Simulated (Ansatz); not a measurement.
# BaTiO3 (P1) in Ansatz: notebook

The runs below take BaTiO3 through projected density of states, with r2SCAN+U.

Program: Ansatz 0.2.0. These are calculated values, not measurements. Logs are shortened: lines on timing, memory, paths and dates and some standing lists are left out, and cuts for length are marked.

## 1. The cell of the first run

The typed cell holds 5 atoms: a = 4.007 Å, b = 4.007 Å, c = 4.007 Å, α = 90.00°, β = 90.00°, γ = 90.00°.

## 2. Projected density of states, r2SCAN+U (all atoms moved at random, sigma 0.15 Å a component)

Input file input.yaml:

```yaml
crystal:
  lattice:
    - [4.0073, 0.0, 0.0]
    - [0.0, 4.0073, 0.0]
    - [0.0, 0.0, 4.0073]
  atoms:
    - { symbol: Ba, position: [0.50902945, 0.45529112, 0.50667874] }
    - { symbol: Ti, position: [0.9437351, 0.06997977, 0.9543125] }
    - { symbol: O, position: [0.52053492, 0.00683198, 0.05543194] }
    - { symbol: O, position: [0.01264702, 0.49196782, 0.05272359] }
    - { symbol: O, position: [0.01405351, 0.97592931, 0.43085324] }
hamiltonian:
  xc: r2scan
  pseudopotentials: { kind: paw }
  hubbard: { sites: [{ species: Ti, l: d, u_eff: 4.0 }] }
kpoints:
  mp_grid: { grid: [7, 7, 7] }
scf:
  occupations: { method: fermi_dirac, width: 0.05 }
  n_extra_bands: 12
output:
  forces: true
  stress: true
  eigenvalues: true
  dos: { projected: true, de: 0.05, nscf_kmesh: { grid: [11, 11, 11] } }
```

Potentials or basis: Ansatz PAW.

On the command line:

```bash
$ ansatz run input.yaml --threads 2 --pin off --max-ram 5632MiB --backend cpu --events-out ev --progress --plain --runs-dir out
```

Standard output:

```text
Warning: RAYON_NUM_THREADS=2 ignored (pool sized by the plan → 2); use --threads N
Ba: projections on atomic orbitals take those of the free atom [Kr 4d10] 5s2 5p6 6s2, of charge +0.00 (hamiltonian.pseudopotentials.projection_atoms); the dataset's partial waves leave at most 9.7e-6 of an orbital's norm unspanned inside its sphere
Ti: projections on atomic orbitals take those of the free atom [Ne] 3s2 3p6 3d2 4s2, of charge +0.00 (hamiltonian.pseudopotentials.projection_atoms); the dataset's partial waves leave at most 4.1e-7 of an orbital's norm unspanned inside its sphere
O: projections on atomic orbitals take those of the free atom [He] 2s2 2p4, of charge +0.00 (hamiltonian.pseudopotentials.projection_atoms); the dataset's partial waves leave at most 1.9e-8 of an orbital's norm unspanned inside its sphere
scf.n_extra_bands = 12 over 20 filled bands (N_el = 40.0): the run solves 32 bands
Engine: ansatz 0.2.0, x86_64-unknown-linux-gnu
Pseudopotentials: kind: paw
Pseudopotential: Ba, paw, valence charge 10, recommended cutoff 500 eV (meta_gga), Ba.paw.azcp
Pseudopotential: Ti, paw, valence charge 12, recommended cutoff 500 eV (meta_gga), Ti.paw.azcp
Pseudopotential: O, paw, valence charge 6, recommended cutoff 500 eV (meta_gga), O.paw.azcp
Functional definition: r2SCAN
  parameter k0 = 0.174
  parameter k1 = 0.065
  parameter a1 = 4.9479
  exchange = r2scan_x(k0 = k0, k1 = k1, a1 = a1)
  correlation = r2scan_c
Crystal: 5 atoms, lattice volume = 64.351 Å³
Basis set: ecut = 500 eV, 1647 PW (Γ), exchange–correlation on 120×120×120 points (64 copies of the dense FFT grid, shifted against one another)
Bands: 32, of which v1, the nominal top of the filled ones, is band 20 counted from 1 (19 counted from 0)
Symmetry: 1 space group operations
Space group: P1 (ITA 1), of the structure as read, at distance tolerance 4.0e-5 Å
k-points: 172 of 343 (time reversal used)
Non-local potential: Ba, projectors of the file, l = 0: 3, l = 1: 2, l = 2: 2, l = 3: 2
Non-local potential: Ti, projectors of the file, l = 0: 3, l = 1: 2, l = 2: 3, l = 3: 1
Non-local potential: O, projectors of the file, l = 0: 2, l = 1: 2, l = 2: 1
PAW form: soft (Blöchl's): semilocal exchange-correlation on the pseudo side does not see the compensation charge
PAW frozen core: Ba, regenerated for the run's functional (the file was generated under x = pbe(κ = 0.804, μ = 0.2195149727645171), c = pbe(β = 0.06672455060314922))
PAW frozen core: Ti, regenerated for the run's functional (the file was generated under x = pbe(κ = 0.804, μ = 0.2195149727645171), c = pbe(β = 0.06672455060314922))
PAW frozen core: O, regenerated for the run's functional (the file was generated under x = pbe(κ = 0.804, μ = 0.2195149727645171), c = pbe(β = 0.06672455060314922))
PAW one-centre angular grid: Ba, 302 points (default); XC on 160 Gauss nodes
PAW one-centre angular grid: Ti, 590 points (default); XC on 160 Gauss nodes
PAW one-centre angular grid: O, 302 points (default); XC on 160 Gauss nodes
Initial density: superposition of atomic densities (chi_scale 0.1, normalization cell, long waves kept (reshape's long-wave potential 0.00 eV rms))
Initial wavefunctions: pseudopotential atomic-orbital guess
Functional: x = r2scan, c = r2scan; τ floored in thin density (d = 2e-4 eV/Å³)
SCF iter   1: F=—  HF=-10178.215041 eV  |F-HF|=—  |Δ(HF+E_count)|=         —  Δρ=6.06e-2  dr2=2.80e0  dr2_τ=3.38e-1  ethr=3.10e-3  ⟨swp⟩=8.1  Hψ=32838  notcnv=0  defer=212
preconditioner: auto → Resta (q_TF=auto, 2.520 Å⁻¹)  ε∞=4.0  [insulator: Δε(μ)=3.775 eV  Ē_g=14.545 eV  σ=0.050 eV  W_gap=1.00  n_scr=18 (ndim 8)  ℏωp=25.4 eV  f_vac=0.000  D(μ)=0.00/eV (n_scr^D=0)  ε∞_Penn≈4.0]
SCF iter   2: F=—  HF=-10178.195836 eV  |F-HF|=—  |Δ(HF+E_count)|=   1.92e-2  Δρ=3.39e-2  dr2=6.31e-1  dr2_τ=7.11e-2  ethr=3.10e-3  ⟨swp⟩=3.0  Hψ=11573  notcnv=0  defer=1046
SCF iter   3: F=—  HF=-10178.221423 eV  |F-HF|=—  |Δ(HF+E_count)|=   2.56e-2  Δρ=1.59e-2  dr2=1.91e-1  dr2_τ=1.74e-2  ethr=1.58e-3  ⟨swp⟩=2.6  Hψ=7162  notcnv=0  defer=1046
SCF iter   4: F=—  HF=-10178.217671 eV  |F-HF|=—  |Δ(HF+E_count)|=   3.75e-3  Δρ=6.13e-3  dr2=1.96e-2  dr2_τ=2.82e-3  ethr=4.77e-4  ⟨swp⟩=3.0  Hψ=8843  notcnv=0  defer=1046
SCF iter   5: F=—  HF=-10178.217433 eV  |F-HF|=—  |Δ(HF+E_count)|=   2.38e-4  Δρ=1.50e-3  dr2=1.16e-3  dr2_τ=1.53e-4  ethr=4.90e-5  ⟨swp⟩=2.3  Hψ=7566  notcnv=0  defer=1042
SCF iter   6: F=—  HF=-10178.217657 eV  |F-HF|=—  |Δ(HF+E_count)|=   2.24e-4  Δρ=9.07e-4  dr2=4.11e-4  dr2_τ=6.61e-5  ethr=2.90e-6  ⟨swp⟩=2.0  Hψ=6857  notcnv=0  defer=1042
SCF iter   7: F=—  HF=-10178.217614 eV  |F-HF|=—  |Δ(HF+E_count)|=   4.33e-5  Δρ=1.53e-4  dr2=8.87e-6  dr2_τ=1.04e-6  ethr=1.03e-6  ⟨swp⟩=2.1  Hψ=7044  notcnv=0  defer=1037
SCF iter   8: F=—  HF=-10178.217618 eV  |F-HF|=—  |Δ(HF+E_count)|=   4.62e-6  Δρ=2.84e-5  dr2=5.13e-7  dr2_τ=3.66e-8  ethr=2.22e-8  ⟨swp⟩=2.5  Hψ=8764  notcnv=0  defer=1037
SCF iter   9: F=-10178.217619 eV  HF=-10178.217619 eV  |F-HF|=3.90e-9  |Δ(HF+E_count)|=   1.24e-7  Δρ=5.35e-6  dr2=1.67e-8  dr2_τ=1.77e-9  ethr=2.50e-10  ⟨swp⟩=11.9  Hψ=33251  notcnv=0
SCF 1 converged in 9 iterations: F = -10178.217619 eV  dr2 = 1.67e-8
NSCF: frozen V_eff on 666 k-points
SCF converged after 9 iterations
Free energy (F): -10178.217619 eV
Harris-Foulkes:  -10178.217619 eV  (|F-HF|=3.90e-9)
Internal energy: -10178.217619 eV  (E = F + TS)
E sigma→0 (E₀):  -10178.217619 eV
Fermi energy:    12.127889 eV
--- Per-component energies (eV) ---
  E_band       = -171.958083
  E_kinetic    = 979.452247
  E_local      = -2161.278507  (includes V_loc(G=0)·N_el)
  E_nonlocal   = 200.666396
  E_hartree    = 849.116729
  E_xc         = -476.387598
  E_vxc        = -606.015805  (∫ρ·V_xc dr)
  E_hubbard    = 3.429564  (on-site DFT+U / exact-exchange correction)
  E_vhub       = 2.342408  (the Hubbard potential's part of the band-sum identity)
  E_paw        = -6786.013399  (= ΣΔE_a)
  E_vpaw       = -322.332395  (= ΣTr[D̂ρ^β])
  E_aug_tail   = 0.003088  (compensation charges beyond the density's cutoff)
  E_vtau       = 36.971333  (kinetic-family band-sum trace: ∫τ·v_τ [+ j·A + Jᵃ·Aᵃ] dr)
  E_ewald      = -2786.927274
  E_core_change = -0.278864  (= ΣΔE_core)
  E_smearing   = -0.000000  (= −TS)
  E_closure    = 0.000000  (closes the sum)
  Σ components = -10178.217619   (vs F -10178.217619, Δ=0.00e0)
--- Forces (eV/Å), atoms counted from 1 ---
  atom   1  Ba    -1.09131235     2.16829493    -0.92425112
  atom   2  Ti     2.94201894    -3.71510919     1.65567700
  atom   3  O     -1.27413824    -0.00608161    -2.34706040
  atom   4  O     -0.29304485     0.76610043    -2.25706966
  atom   5  O     -0.28351173     0.78678212     3.87277586
  max |Σ_I F_I| component: 7.17e-5 eV/Å
--- Stress (GPa, compression-positive) ---
       16.430067      -2.013281       1.634469
       -2.013282      13.947665      -1.099068
        1.634473      -1.099073       1.984468
  P = ⅓ Tr σ = 10.7874 GPa (107.874 kbar)
--- Band table (eV; the first three rows and the last of 172) ---
  k-point 0: bands = ["-49.0519", "-24.3548", "-24.3314", "-24.1859", "-15.5198", "-7.7367", "-6.9986", "-6.3661", "-0.3929", "-0.2941", "-0.1836", "7.1904", "7.3445", "7.8606", "8.0973", "8.3880", "8.7299", "9.3798", "9.8173", "9.9860", "14.0492", "14.2749", "14.5193", "15.4849", "15.7186", "15.8172", "16.0347", "17.6987", "19.0248", "19.2500", "19.5573", "21.9444"]
  k-point 1: bands = ["-49.0517", "-24.3542", "-24.3310", "-24.1944", "-15.4953", "-7.7799", "-6.9920", "-6.3537", "-0.3514", "-0.2376", "-0.1505", "7.0665", "7.2388", "7.7186", "8.0166", "8.3357", "8.6080", "9.0592", "9.9254", "10.0162", "14.0197", "14.2517", "14.5640", "15.7521", "15.8348", "16.1261", "16.2763", "18.1398", "19.1065", "19.4757", "19.6893", "21.9140"]
  k-point 2: bands = ["-49.0510", "-24.3531", "-24.3302", "-24.2135", "-15.4394", "-7.8937", "-6.9768", "-6.3038", "-0.2758", "-0.1236", "-0.0452", "6.7809", "6.9971", "7.4407", "7.8625", "8.2331", "8.3723", "8.5346", "9.9455", "9.9911", "13.9374", "14.6481", "14.7525", "15.8151", "16.1704", "16.7939", "16.9513", "19.1262", "19.3369", "20.0103", "20.1044", "21.7691"]
  k-point 171: bands = ["-49.0503", "-24.3947", "-24.3382", "-24.1913", "-15.3623", "-7.6575", "-7.0539", "-6.4643", "-0.3860", "-0.1201", "0.0395", "6.3890", "6.7712", "7.0747", "7.5445", "7.8690", "8.7382", "8.9123", "9.5592", "9.8995", "14.1714", "14.3313", "14.9890", "16.0829", "16.7414", "17.8023", "18.3224", "19.1563", "19.7166", "19.9407", "20.8891", "21.7563"]
Occupation matrices written to <dir>
```

Wall time 1.9 min (2 threads of Intel Xeon Platinum 8259CL at 2.50GHz (Skylake/Cascade Lake), shared host); peak memory 1.7 GiB.

What came out:

```
Free energy            : -10178.2176 eV
Pressure               : 10.8 GPa
Largest force          : 5.020 eV/Å
Band gap on the k mesh : 3.50 eV, indirect (least direct gap 3.65 eV)
```

Forces on the atoms (eV/Å):
```
Ba  -1.091  2.168 -0.924
Ti   2.942 -3.715  1.656
O   -1.274 -0.006 -2.347
O   -0.293  0.766 -2.257
O   -0.284  0.787  3.873
```

States per cell in windows of 1 eV (zero at the valence-band top; states under -8 eV left out):
| from (eV) | total | O 2p | Ti 3d | O 2s | Ba 5p | Ti 4s | Ba 6s |
| --- | --- | --- | --- | --- | --- | --- | --- |
| -8.0 | 0.00 | 0.00 | 0.00 | 0.00 | 0.00 | 0.00 | 0.00 |
| -7.0 | 0.00 | 0.00 | 0.00 | 0.00 | 0.00 | 0.00 | 0.00 |
| -6.0 | 0.00 | 0.00 | 0.00 | 0.00 | 0.00 | 0.00 | 0.00 |
| -5.0 | 1.24 | 0.94 | 0.15 | 0.01 | 0.01 | 0.09 | 0.01 |
| -4.0 | 4.47 | 3.35 | 0.80 | 0.03 | 0.08 | 0.04 | 0.06 |
| -3.0 | 4.68 | 3.73 | 0.59 | 0.03 | 0.14 | 0.01 | 0.03 |
| -2.0 | 3.37 | 2.91 | 0.23 | 0.03 | 0.08 | 0.01 | 0.02 |
| -1.0 | 4.22 | 3.82 | 0.15 | 0.04 | 0.05 | 0.01 | 0.01 |
| 0.0 | 0.02 | 0.02 | 0.00 | 0.00 | 0.00 | 0.00 | 0.00 |
| 1.0 | 0.00 | 0.00 | 0.00 | 0.00 | 0.00 | 0.00 | 0.00 |
| 2.0 | 0.00 | 0.00 | 0.00 | 0.00 | 0.00 | 0.00 | 0.00 |
| 3.0 | 2.23 | 0.22 | 1.76 | 0.04 | 0.01 | 0.02 | 0.01 |
| 4.0 | 3.77 | 0.62 | 2.88 | 0.03 | 0.01 | 0.02 | 0.03 |
| 5.0 | 2.01 | 0.36 | 1.24 | 0.10 | 0.00 | 0.02 | 0.00 |
| 6.0 | 2.77 | 0.58 | 1.20 | 0.05 | 0.01 | 0.03 | 0.03 |
| 7.0 | 2.22 | 0.13 | 0.13 | 0.04 | 0.00 | 0.13 | 0.13 |

Eigenvalues of the final occupation matrices:
| site | spin | trace | eigenvalues |
| --- | --- | --- | --- |
| site 1 | 1 | 1.13 | 0.16 0.18 0.20 0.29 0.30 |

Caveat: odd divisions of the mesh miss points on the zone boundary, where band edges often lie, so the gap on the mesh can be too wide; spin-orbit coupling is left out, which moves the levels of the heavy elements; the PAW data sets come from PBE, with cores solved anew for the run's functional, which leaves a small shift of forces and pressure; forces of over 1 eV/Å show positions far from the minimum, so gaps and moduli don't describe the material at rest; the density of states is complete only up to the lowest level of the last band computed.

## 3. Projected density of states, r2SCAN+U (all atoms moved at random, sigma 0.15 Å a component)

Edit input.yaml of step 2 so:

```diff
@@ -14,3 +14,3 @@
   pseudopotentials: { kind: paw }
-  hubbard: { sites: [{ species: Ti, l: d, u_eff: 4.0 }] }
+  hubbard: { sites: [{ species: Ti, l: d, u_eff: 5.0 }] }
 kpoints:
```

Potentials or basis: Ansatz PAW.

On the command line:

```bash
$ ansatz run input.yaml --threads 2 --pin off --max-ram 5632MiB --backend cpu --events-out ev --progress --plain --runs-dir out
```

Standard output:

```text
Warning: RAYON_NUM_THREADS=2 ignored (pool sized by the plan → 2); use --threads N
Ba: projections on atomic orbitals take those of the free atom [Kr 4d10] 5s2 5p6 6s2, of charge +0.00 (hamiltonian.pseudopotentials.projection_atoms); the dataset's partial waves leave at most 9.7e-6 of an orbital's norm unspanned inside its sphere
Ti: projections on atomic orbitals take those of the free atom [Ne] 3s2 3p6 3d2 4s2, of charge +0.00 (hamiltonian.pseudopotentials.projection_atoms); the dataset's partial waves leave at most 4.1e-7 of an orbital's norm unspanned inside its sphere
O: projections on atomic orbitals take those of the free atom [He] 2s2 2p4, of charge +0.00 (hamiltonian.pseudopotentials.projection_atoms); the dataset's partial waves leave at most 1.9e-8 of an orbital's norm unspanned inside its sphere
scf.n_extra_bands = 12 over 20 filled bands (N_el = 40.0): the run solves 32 bands
[... 8 set-up lines as earlier in the session ...]
[... 54 lines left out ...]
  E_vtau       = 36.962317  (kinetic-family band-sum trace: ∫τ·v_τ [+ j·A + Jᵃ·Aᵃ] dr)
  E_ewald      = -2786.927274
  E_core_change = -0.278864  (= ΣΔE_core)
  E_smearing   = -0.000000  (= −TS)
  E_closure    = 0.000000  (closes the sum)
  Σ components = -10177.367211   (vs F -10177.367211, Δ=0.00e0)
--- Forces (eV/Å), atoms counted from 1 ---
  atom   1  Ba    -1.11109748     2.19049828    -0.95246488
  atom   2  Ti     3.06003462    -3.83910284     1.63786309
  atom   3  O     -1.37468654    -0.00707267    -2.33003959
  atom   4  O     -0.28601349     0.86226188    -2.23681040
  atom   5  O     -0.28821995     0.79339462     3.88159627
  max |Σ_I F_I| component: 1.44e-4 eV/Å
--- Stress (GPa, compression-positive) ---
       17.006104      -1.931357       1.561679
       -1.931357      14.458375      -1.024469
        1.561681      -1.024471       2.427346
  P = ⅓ Tr σ = 11.2973 GPa (112.973 kbar)
--- Band table (eV; the first three rows and the last of 172) ---
  k-point 0: bands = ["-49.2721", "-24.5621", "-24.5325", "-24.3947", "-15.4949", "-7.7072", "-6.9487", "-6.3166", "-0.3707", "-0.2689", "-0.1582", "7.2317", "7.3868", "7.8861", "8.1356", "8.4507", "8.7715", "9.4290", "9.8522", "10.0229", "14.1999", "14.4139", "14.6515", "15.5034", "15.7476", "15.8457", "16.0372", "17.7104", "19.0326", "19.2563", "19.5549", "21.9671"]
  k-point 1: bands = ["-49.2719", "-24.5616", "-24.5321", "-24.4029", "-15.4704", "-7.7497", "-6.9423", "-6.3072", "-0.3285", "-0.2121", "-0.1246", "7.1052", "7.2856", "7.7460", "8.0531", "8.3988", "8.6510", "9.1018", "9.9606", "10.0520", "14.1611", "14.3979", "14.6905", "15.7674", "15.8615", "16.1425", "16.3038", "18.1525", "19.1169", "19.4837", "19.6890", "21.9356"]
  k-point 2: bands = ["-49.2712", "-24.5604", "-24.5314", "-24.4213", "-15.4143", "-7.8615", "-6.9274", "-6.2647", "-0.2505", "-0.0974", "-0.0187", "6.8116", "7.0494", "7.4777", "7.8969", "8.2953", "8.4185", "8.5706", "9.9810", "10.0268", "14.0831", "14.7811", "14.8821", "15.8222", "16.1966", "16.8198", "16.9764", "19.1386", "19.3509", "20.0191", "20.1158", "21.7910"]
  k-point 171: bands = ["-49.2704", "-24.5989", "-24.5409", "-24.4000", "-15.3359", "-7.6231", "-7.0194", "-6.4189", "-0.3585", "-0.0935", "0.0659", "6.4168", "6.8184", "7.1302", "7.5973", "7.9026", "8.7847", "8.9555", "9.5916", "9.9370", "14.3124", "14.4663", "15.1015", "16.1103", "16.7520", "17.8258", "18.3452", "19.1748", "19.7343", "19.9493", "20.9114", "21.7749"]
Occupation matrices written to <dir>
```

occupation_matrices:

```text
# The occupation matrices of the corrected shells as a run of Ansatz 0.0.0 ended. An entry of
# hamiltonian.hubbard.sites starts from them by `starting_ns: <path of this file>`, where that key's refused
# combinations let it.
# Free energy -10177.367211 eV.
# projection_atom_Ba: [Kr 4d10] 5s2 5p6 6s2
# projection_atom_Ti: [Ne] 3s2 3p6 3d2 4s2
[... 20 lines left out ...]
    matrix:
      - [0.26988649343353355, -0.019488142166732732, 0.01938743934503262, -0.0005344333279288529, -0.03192319285366416]
      - [-0.019488142166732732, 0.16963201547505008, 0.0049607539323352195, 0.024995256269296814, -0.006211865703601352]
      - [0.01938743934503262, 0.0049607539323352195, 0.17552964187345188, 0.02199385489615787, 0.004387010338366387]
      - [-0.0005344333279288529, 0.024995256269296814, 0.02199385489615787, 0.2931843580145471, -0.00159035771203562]
      - [-0.03192319285366416, -0.006211865703601352, 0.004387010338366387, -0.00159035771203562, 0.19903885121245068]
```

It took 1.9 min on 2 threads of Intel Xeon Platinum 8259CL at 2.50GHz (Skylake/Cascade Lake), shared host; peak memory 1.7 GiB.

Results:

| Property | Result |
| --- | --- |
| Free energy | -10177.3672 eV |
| Pressure | 11.3 GPa |
| Largest force | 5.175 eV/Å |
| Band gap on the k mesh | 3.61 eV, indirect (least direct gap 3.75 eV) |

Forces on the atoms (eV/Å):
```
Ba  -1.111  2.190 -0.952
Ti   3.060 -3.839  1.638
O   -1.375 -0.007 -2.330
O   -0.286  0.862 -2.237
O   -0.288  0.793  3.882
```

Stress tensor (GPa, compression positive):
```
17.01 -1.93  1.56
-1.93 14.46 -1.02
 1.56 -1.02  2.43
```

States per cell in windows of 1 eV (zero at the valence-band top; states under -8 eV left out):
```tsv
from (eV)	total	O 2p	Ti 3d	Ti 4s	O 2s	Ba 5p	Ba 6s
-8.0	0.00	0.00	0.00	0.00	0.00	0.00	0.00
-7.0	0.00	0.00	0.00	0.00	0.00	0.00	0.00
-6.0	0.00	0.00	0.00	0.00	0.00	0.00	0.00
-5.0	1.41	1.07	0.17	0.10	0.01	0.01	0.02
-4.0	4.40	3.32	0.78	0.03	0.03	0.08	0.06
-3.0	4.71	3.77	0.57	0.01	0.03	0.14	0.03
-2.0	3.29	2.84	0.22	0.01	0.03	0.07	0.02
-1.0	4.19	3.80	0.15	0.01	0.04	0.05	0.01
0.0	0.00	0.00	0.00	0.00	0.00	0.00	0.00
1.0	0.00	0.00	0.00	0.00	0.00	0.00	0.00
2.0	0.00	0.00	0.00	0.00	0.00	0.00	0.00
3.0	1.85	0.16	1.47	0.02	0.03	0.01	0.01
4.0	4.15	0.63	3.19	0.03	0.04	0.01	0.04
5.0	2.22	0.41	1.35	0.02	0.10	0.00	0.00
6.0	2.63	0.54	1.10	0.02	0.05	0.00	0.03
7.0	2.35	0.14	0.14	0.14	0.05	0.01	0.15
```

Eigenvalues of the final occupation matrices:
| site | spin | trace | eigenvalues |
| --- | --- | --- | --- |
| site 1 | 1 | 1.11 | 0.15 0.17 0.20 0.29 0.30 |

Caveat: odd divisions of the mesh miss points on the zone boundary, where band edges often lie, so the gap on the mesh can be too wide; spin-orbit coupling is left out, which moves the levels of the heavy elements; the PAW data sets come from PBE, with cores solved anew for the run's functional, which leaves a small shift of forces and pressure; forces of over 1 eV/Å show positions far from the minimum, so gaps and moduli don't describe the material at rest; the density of states is complete only up to the lowest level of the last band computed. A k mesh can miss the band edges.

(Continued in part 2 of 2.)
